## Levels at the zone centre of a MoTe₂ layer

The gap of a crystal is set by its highest occupied and its lowest empty level, which need not lie where a coarse set of wave vectors happens to look. The table gives levels of MoTe₂ at points of such a mesh, from LDA with a Hubbard term of 5 eV on the d shell of Mo. The cell holds only six atoms but is about 36 Å long across the layer, so this is a single layer with vacuum around it. The levels at the zone centre are withheld, and the task is to infer them from the other five points.

Levels of a MoTe₂ layer (6-atom cell, P2₁/m) at wave vectors with c = 0, computed with GPAW 26.7.0 using LDA+U (U = 5 eV on Mo d), PAW data sets and a 450 eV plane-wave cutoff. The calculation uses a 2×4×1 k mesh and Fermi-Dirac smearing of 0.05 eV, without spin polarisation or spin-orbit coupling. Energies are relative to the valence top.

```
point a (reciprocal cell vector)  point b (reciprocal cell vector)  level under 4 (eV)  level under 3 (eV)  level under 2 (eV)  level under 1 (eV)  level over 1 (eV)  level over 2 (eV)
                          0.0000                            0.0000                   ?                   ?                   ?                   ?                  ?                  ?
                          0.0000                            0.2500              -1.705              -1.589              -1.218              -0.365              0.698              0.934
                          0.0000                            0.5000              -1.849              -1.849              -1.472              -1.472              1.184              1.184
                          0.5000                            0.0000              -1.453              -1.123              -1.012              -0.699              0.956              0.971
                          0.5000                            0.2500              -1.772              -1.657              -1.411              -0.649              0.726              0.777
                          0.5000                            0.5000              -1.907              -1.907              -0.938              -0.938              1.156              1.156
```

"Point a" and "point b" give the wave vector as fractions of the two in-plane reciprocal vectors, written below as (a, b). "Under 1" is the highest occupied level at a point, "under 2" the next one down, and "over 1" the lowest empty level. Energies count from the valence top, the highest occupied level on the whole mesh.

### The band edges by elimination

No visible point has a level at zero. The highest occupied level among them is −0.365 eV and the lowest empty one is 0.698 eV, both at (0, 0.25). Since the table lists every distinct point of the mesh, the valence top must lie at the zone centre.

The same calculation reports a direct gap of 0.209 eV, whereas the smallest gap at any visible point is 1.063 eV. The lower edge of the empty levels must therefore lie at the centre too. This fixes under 1 at 0.000 eV and over 1 at 0.209 eV. It is a deduction from the reported gap and the choice of zero, so it does not test any idea about the bands.

### A rule for the other levels

The simplest picture of a band lets electrons hop from cell to cell either along a or along b. Each kind of hopping adds its own wave-like term to the energy, so that E(a, b) = f(a) + g(b). A step along b then changes the energy by the same amount whatever the value of a. The fourth corner of a rectangle of points follows from the other three:

E(0, 0) = E(0, 0.25) + E(0.5, 0) − E(0.5, 0.25)

The rule has no adjustable constant, but it can fail for several reasons. Diagonal hops, which move an electron along a and b at once, make the two directions depend on each other. Bands that mix also push each other apart, by an amount that depends on a and b together. The table also ranks levels by energy, so "under 2" may belong to different bands at different points.

The visible points with b = 0.25 and b = 0.5 form a rectangle on which the rule can be tried. Used to predict the levels at (0, 0.25), it is right to about 0.01 eV for under 3 and under 4. For under 1 and under 2 it comes out too low by 0.82 and 0.73 eV. The table shows this failure directly: between a = 0 and a = 0.5 the top occupied level rises at b = 0.5 but falls at b = 0.25.

The deduced edges give two more trials, this time at the centre itself. There the rule would put under 1 at −0.42 eV and over 1 at 0.93 eV, a gap more than six times the reported one. The root mean square of all eight known misses, six on the visible rectangle and two at the edges, is 0.49 eV. This serves as the error bar; it is a typical miss, not a bound.

### Forecast

For under 2 the rule gives −1.218 + (−1.012) − (−1.411) = −0.819 eV. The other levels follow in the same way.

| Level at (0, 0) | Forecast (eV) | Basis |
|---|---|---|
| under 4 | −1.39 ± 0.49 | rule |
| under 3 | −1.06 ± 0.49 | rule |
| under 2 | −0.82 ± 0.49 | rule |
| under 1 | 0.000 | elimination |
| over 1 | 0.209 | elimination |
| over 2 | 1.13 ± 0.49 | rule |

In words, all four occupied levels should lie higher than at (0, 0.25). The second empty level should also lie somewhat higher, which is the least certain of these statements.

The withheld rows as computed:

```
point a (reciprocal cell vector)  point b (reciprocal cell vector)  level under 4 (eV)  level under 3 (eV)  level under 2 (eV)  level under 1 (eV)  level over 1 (eV)  level over 2 (eV)
                          0.0000                            0.0000              -1.160              -0.899              -0.675               0.000              0.209              1.403
```

### Hits and misses

The two edges are where elimination put them. The four levels forecast by the rule fall within their error bars, and each has moved upwards from (0, 0.25) as foreseen. Their root-mean-square miss is 0.21 eV, against 0.57 eV for simply copying the levels of (0, 0.25). The step along b seen at a = 0.5 is thus a useful guide to the step at a = 0 for these four levels, though not for the two edges.

All four forecasts are nevertheless too low: by 0.14 eV for under 2, 0.16 eV for under 3, 0.23 eV for under 4 and 0.28 eV for over 2. For the occupied levels this means that the climb towards b = 0 is steeper at a = 0 than at a = 0.5. The near-perfect trial of under 3 and under 4 did not carry over to the centre, while under 2, which had failed its trial badly, came out best. Success on one rectangle was no sign that a given level obeys the rule elsewhere.

The empty levels show most clearly what the rule leaves out. From (0, 0.25) to the centre, over 1 falls by 0.49 eV while over 2 rises by 0.47 eV. At a = 0.5 the same step raises both. The rule carried that common rise over to a = 0, so it had the wrong direction for over 1 and too small a rise for over 2.

### Why the two empty levels part

A clue lies at b = 0.5, where all the listed levels come in equal pairs. The cell holds two MoTe₂ units, related by a half turn and a shift of half a cell along b. This screw axis, together with time reversal, forces the pairing when spin-orbit coupling is left out. In a simple picture, an electron can reach the other unit by a half step forwards or backwards along b, and at b = 0.5 the two routes cancel.

Away from b = 0.5 the routes no longer cancel. The two units can then combine in phase or out of phase, and one combination ends up below their mean energy and the other above it. The mean can itself move with b: at a = 0 both empty levels lie lower at b = 0.25 than at b = 0.5. At b = 0 the routes reinforce each other fully. The two empty levels at a = 0 follow this order: they coincide at b = 0.5, lie 0.24 eV apart at b = 0.25 and 1.19 eV apart at the centre. The top two occupied levels do not: they are 0.85 eV apart at b = 0.25 but only 0.675 eV apart at the centre, so the picture fails for them if levels of equal rank belong to the same band.

That need not be so. If the top occupied and the lowest empty band cross between b = 0.25 and the centre, the partner of the level at −0.675 eV is the one at 0.209 eV. This pair would then be 0.884 eV apart, slightly more than at b = 0.25, and the other pair would end at 0.000 and 1.403 eV. Both splittings would grow towards the centre, as the picture asks, but the listed levels do not show whether the bands cross.

At a = 0.5 only the splitting between under 3 and under 4 grows from b = 0.25 to b = 0, from 0.115 to 0.330 eV; it grows at a = 0 too. The upper two pairs behave differently. The two empty levels are 0.051 eV apart at b = 0.25 and only 0.015 eV at b = 0, and the top two occupied levels draw closer as well. For these upper pairs the splitting along b thus depends strongly on a, which a sum f(a) + g(b) cannot describe. Hops between the two units offer a natural reason, because the units are displaced from each other along a as well as along b. Such hops are diagonal, and their contributions can add up at one value of a and cancel at another.

At a = 0 this picture gives the direction of the effect for the empty levels, but not its full shape. A single coupling between the units would vary as cos(πb) and leave about 70% of the central splitting at b = 0.25. The computed share is 0.24/1.19, or about 20%. Longer hops, a change in the orbital make-up of the bands near the centre, or a crossing with a higher empty band that the table leaves out may account for the difference; the energies alone do not tell which. The crossing considered above would not remove it, since it would make the central splitting of this pair larger still.

### What the gap is worth

On this mesh the gap depends on one point. Without the zone centre, the other five points would have put it at 1.063 eV, about five times as wide.

Even with the centre included, the value of 0.209 eV is not the last word. Between b = 0.25 and b = 0 the separation of the edges shrinks by 0.85 eV in a single step, and nothing ensures that it is smallest exactly at the end of that step. The cell and its symmetry match the distorted form of MoTe₂ known as 1T′. For such layers, standard functionals without a Hubbard term or spin-orbit coupling are known to give bands that swap order at the centre and meet a little away from it. Whether the swap survives the Hubbard term used here is open, and spin-orbit coupling, which matters for an element as heavy as tellurium, can itself open or shift such a gap. LDA usually makes the gaps of semiconductors too small, and nothing here tests whether a Hubbard term of 5 eV corrects that. Spin polarisation was not allowed, so a magnetic solution is untested. The atoms were kept at given positions, where forces of up to about 0.6 eV/Å remain, so a relaxed layer may have a different gap. A closely spaced line of points from (0, 0) to (0, 0.25) would show, without spin-orbit coupling, whether the two edge bands cross on that stretch and, with it, what gap is left there; a dense mesh over the whole zone is needed to establish that the layer has a gap at all.
